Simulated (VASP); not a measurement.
System: HgSe (zinc blende type, first atom moved by 0.06 Å along [111]), 2 atoms in the cell.

```
Hg Se
1.0
     0.00000    3.13500    3.13500
     3.13500    0.00000    3.13500
     3.13500    3.13500    0.00000
Hg Se
1 1
Direct
  0.00552 0.00552 0.00552
  0.25000 0.25000 0.25000
```

Code and potentials: VASP, Hg/Se, 303 eV. Settings: k-mesh 4×4×4 Γ-centred; Fermi–Dirac smearing of 0.1 eV; no spin polarisation; no spin–orbit coupling. For HSE06: HFSCREEN = 0.208; HFRCUT = 0; PRECFOCK = Normal.

Plain PBE gives:

- Pressure: 0.06 GPa

```
atom  Fx (eV/Å)  Fy (eV/Å)  Fz (eV/Å)
 Hg1     -0.106     -0.106     -0.106
 Se2      0.106      0.106      0.106
```

What changes under HSE06?

The pressure drops by 1.91 GPa to -1.85 GPa; the forces move by 16 meV/Å (rms):

```
atom  Fx (eV/Å)  Fy (eV/Å)  Fz (eV/Å)
 Hg1     -0.097     -0.097     -0.097
 Se2      0.097      0.097      0.097
```

VASP prints the stress at a fixed plane-wave basis, so it holds the Pulay stress of this cutoff.

The k-mesh is coarse, so these values belong to this mesh and can lie far from the converged ones. Potentials made with PBE were used with another functional (at least in: VASP, Hg/Se, 303 eV (HSE06)).
